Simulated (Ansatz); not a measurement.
# Se (A7 type): the cost of one run

Computed with Ansatz 0.2.0 (DFT PBE, with the methods named in each step, unless a step's input says otherwise).

## Step 1: The structure to begin with

The structure is cubic, space group Pm-3m (No. 221). Conventional cell: a = 2.831 Å, b = 2.831 Å, c = 2.831 Å, α = 90.00°, β = 90.00°, γ = 90.00°. Se (site symmetry m-3m) is surrounded by 6 Se at 2.83 Å.

Coordinates:

```
CELL_PARAMETERS angstrom
2.00090 -1.15522 3.27051
0.00000 2.31045 3.27051
-2.00090 -1.15522 3.27051
ATOMIC_POSITIONS crystal
Se 0.25000 0.25000 0.25000
Se 0.75000 0.75000 0.75000
```

Whether this phase is the stable one at these pressures isn't tested.

Atoms are numbered in the order of the input: Se1, Se2.

## Step 2: The reference volume, LAPW

Contents of input.yaml:

```yaml
crystal:
  lattice:
    - [2.0009041213, -1.1552225331, 3.2705095022]
    - [0.0, 2.3104450661, 3.2705095022]
    - [-2.0009041213, -1.1552225331, 3.2705095022]
  atoms:
    - { symbol: Se, position: [0.2499989885, 0.2499989885, 0.2499989885] }
    - { symbol: Se, position: [-0.2499989885, -0.2499989885, -0.2499989885] }
kpoints:
  mp_grid: { grid: [13, 13, 13] }
  band_path:
    path:
      - [0.0, 0.0, 0.0]
      - [1.0, 1.0, 1.0]
      - [1.0006207668, 1.0, 0.9993792332]
      - [0.9993792332, 0.0006207668, 0.0]
      - [0.5, 0.5, 0.0]
      - [0.0, 0.0, 0.0]
      - [0.4996896166, 0.0, -0.4996896166]
      - [1.0, 0.5003103834, 0.4996896166]
      - [1.0, 0.5, 0.5]
    npoints: 14
scf:
  occupations: { method: fermi_dirac, width: 0.08 }
hamiltonian:
  xc: pbe
  pseudopotentials: { kind: all_electron, lapw: { basis_error: 0.001 } }
output:
  forces: true
  stress: true
  eigenvalues: true
  populations: true
  dos: { projected: true, de: 0.2, e_range: [-14, 8] }
```

Command:

```console
> ansatz run input.yaml --threads 1 --pin off --max-ram 2048MiB --backend cpu --events-out ev --progress --plain --runs-dir out
```

What time and memory should one allow on 1 thread of Arm Neoverse V1, shared host?

About 47 s, with a peak of 0.55 GiB.
